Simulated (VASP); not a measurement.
# GaAs (F-43m) under biaxial strain in the (001) plane, part 2 of 2

Wanted: the response of GaAs to biaxial strain in the (001) plane, as a table, with a fit that predicts a row left out.

VASP 6.6.1, plane waves and PAW; the level of theory is named at each step.

So far. Step 5 (Band edges, LDA): The run ends at a pressure of 1.72 GPa.

## (6) The whole series

LASPH is off in runs at LDA and on in runs at HSE06.

Hybrid runs start from orbitals of a short LDA run, not shown.

Runs beyond LDA use the data sets made with LDA; this shifts their levels slightly, and their total energies have another zero.

The other members went through these steps as far as the tables show, with the same cutoff and, step by step, the same mesh; 35 runs are not shown. The session took 8.1 core hours (wall time by ranks) on a shared machine.

```csv
in-plane strain (%),strain along the normal (%),"in-plane stress, tension positive (GPa)",energy above the unstrained row (meV/atom),"gap on the mesh, LDA (eV)"
-2.000,1.795,-2.616,7.265,0.594
-1.000,0.905,-1.257,1.839,0.555
-0.500,0.449,-0.617,0.484,0.535
0,0.000,0.007,0.000,0.512
0.500,-0.459,0.604,0.360,0.433
1.000,-0.924,1.177,1.519,0.356
2.000,-1.859,2.266,6.164,0.205
```

Slopes at zero strain, from cubics through all rows: strain ratio -0.913, stress over strain 122 GPa. For a cubic crystal strained in (001) the ratio is −2C₁₂/C₁₁.

Band edges at HSE06, counted from the valence-band top at Γ, with one row partly withheld:

```csv
in-plane strain (%),gap (eV),conduction band at Γ (eV),Δ or X valley along z (eV),Δ or X valley along x (eV),"lowest conduction level at L, [111] (eV)","lowest conduction level at L, [-111] (eV)",second valence level below the top (eV),third valence level below the top (eV)
-2.000,1.738,1.738,2.107,1.802,1.831,1.831,0.000,0.252
-1.000,1.691,1.691,2.072,1.916,1.859,1.859,0.000,0.122
-0.500,?,?,2.053,1.972,1.867,1.867,0.000,0.059
0,1.638,1.638,2.026,2.026,1.869,1.869,0.000,0.000
0.500,1.552,1.552,1.944,2.022,1.811,1.811,0.058,0.058
1.000,1.467,1.467,1.861,2.020,1.750,1.750,0.114,0.114
2.000,1.299,1.299,1.697,2.021,1.625,1.625,0.220,0.220
```

Conduction masses, in electron masses:

```
in-plane strain (%)  conduction mass at Γ, along the strain axis or the normal of the plane  conduction mass at Γ, across the strain axis or in the plane  L [111] mass, longitudinal  L [111] mass, transverse along [1-10]
             -2.000                                                                   0.080                                                         0.077                       1.576                                  0.124
             -1.000                                                                   0.076                                                         0.074                       1.599                                  0.117
             -0.500                                                                   0.074                                                         0.073                       1.621                                  0.115
                  0                                                                   0.072                                                         0.072                       1.634                                  0.112
              0.500                                                                   0.069                                                         0.070                       1.633                                  0.110
              1.000                                                                   0.067                                                         0.069                       1.599                                  0.108
              2.000                                                                   0.062                                                         0.066                       1.573                                  0.104
```

Band edges at LDA, counted from the valence-band top at Γ:

| in-plane strain (%) | gap (eV) | conduction band at Γ (eV) | Δ or X valley along z (eV) | Δ or X valley along x (eV) | lowest conduction level at L, [111] (eV) | lowest conduction level at L, [-111] (eV) | second valence level below the top (eV) | third valence level below the top (eV) |
| --- | --- | --- | --- | --- | --- | --- | --- | --- |
| -2.000 | 0.593 | 0.593 | 1.342 | 1.040 | 0.886 | 0.886 | 0.000 | 0.241 |
| -1.000 | 0.553 | 0.554 | 1.303 | 1.150 | 0.915 | 0.915 | 0.000 | 0.116 |
| -0.500 | 0.533 | 0.533 | 1.281 | 1.205 | 0.923 | 0.923 | 0.000 | 0.057 |
| 0 | 0.510 | 0.510 | 1.258 | 1.258 | 0.928 | 0.928 | 0.000 | 0.000 |
| 0.500 | 0.431 | 0.432 | 1.178 | 1.255 | 0.874 | 0.874 | 0.055 | 0.055 |
| 1.000 | 0.354 | 0.354 | 1.098 | 1.254 | 0.820 | 0.820 | 0.108 | 0.108 |
| 2.000 | 0.203 | 0.203 | 0.940 | 1.256 | 0.707 | 0.707 | 0.209 | 0.209 |

Conduction masses, in electron masses:

```csv
in-plane strain (%),"conduction mass at Γ, across the strain axis or in the plane","L [111] mass, longitudinal","L [111] mass, transverse along [1-10]"
-2.000,0.036,1.703,0.106
-1.000,0.034,1.740,0.102
-0.500,0.033,1.748,0.101
0,0.032,1.741,0.099
0.500,0.031,1.735,0.097
1.000,0.029,1.729,0.096
2.000,0.027,1.699,0.093
```

## (7) Working out the slope

The quantity to fit is the conduction level at Γ above the mean of the three top valence levels at HSE06: 1.822, 1.731, 1.638, 1.590, 1.543, 1.445 eV in the rows shown.

A least-squares parabola through the 6 rows shown, with e the strain in %: E = − 9.79e-4 e² − 0.09421 e + 1.638 (eV), r.m.s. residual 1.1e-4 eV.

At e = -0.5 this predicts 1.6846 eV.

## (8) Prediction against calculation

The calculation gives 1.6851 eV, so the prediction is 0.0005 eV too low.

## (9) Summary of results

| Quantity | Value |
| --- | --- |
| ratio of normal to in-plane strain | -0.913 |
| biaxial modulus | 122 GPa |
| gap of the unstrained cell, HSE06 | 1.64 eV |
| gap of the unstrained cell, LDA | 0.51 eV |
| slope at zero strain of the conduction level at Γ above the mean of the three top valence levels, HSE06 | -94 meV per % |
| error of the predicted row | -0.5 meV |
| valence shear potential \|b\|, HSE06 | 2.05 eV |

What this shows: As a check, the curvature of the energy gives 122 GPa for the same modulus (energy per volume = M × strain²), 0 % from the slope of the stress. At HSE06 the lowest conduction valley is Γ throughout, and the gap runs between 1.30 and 1.74 eV. At LDA the lowest conduction valley is Γ throughout, and the gap runs between 0.20 and 0.59 eV. Without spin-orbit coupling the three valence levels split by 3|b| times the difference of the strains; the rows within 1 % give |b| = 2.05 eV. Hole masses are left out throughout, since the top bands are degenerate or cross in many series; of conduction masses, those of the Γ, L and (for Si and Ge under (001) strain) Δ valleys are kept where they change by under an eighth between rows. A measured gap of unstrained GaAs is 1.42 eV (arxiv:0805.2212, direct gap E0 at Gamma from PR, 300 K); the static gaps here belong to the lattice relaxed at LDA. HSE06 ran on a coarser mesh than the semilocal levels. Semilocal gaps are as a rule too small. Spin-orbit coupling is left out at HSE06 and LDA, so the valence splittings there lack it. Δ or X levels are the lowest on their line, refined by a parabola unless they lie at X; the gap is read from all points sampled and can differ from the lowest valley by some meV, or by tens of meV where strain moves the valence top off Γ. Temperature, zero-point motion and excitons are left out.

[Lines on the potential files, build, host, timing and source positions are cut from VASP's logs without a mark.]

[Logs are printed without paths, hosts, clocks, repeated set-up lines and the standing remarks that a program may print on its own settings, such as how far it seeks lower states.]

[Hosts, paths, dates, database ids (printed as entryN), source tags and the programs' standing remarks are cut or masked in the printed files.]

[In band tables of VASP the shares of atoms and orbitals are scaled to a sum of 1 inside the atoms' spheres.]
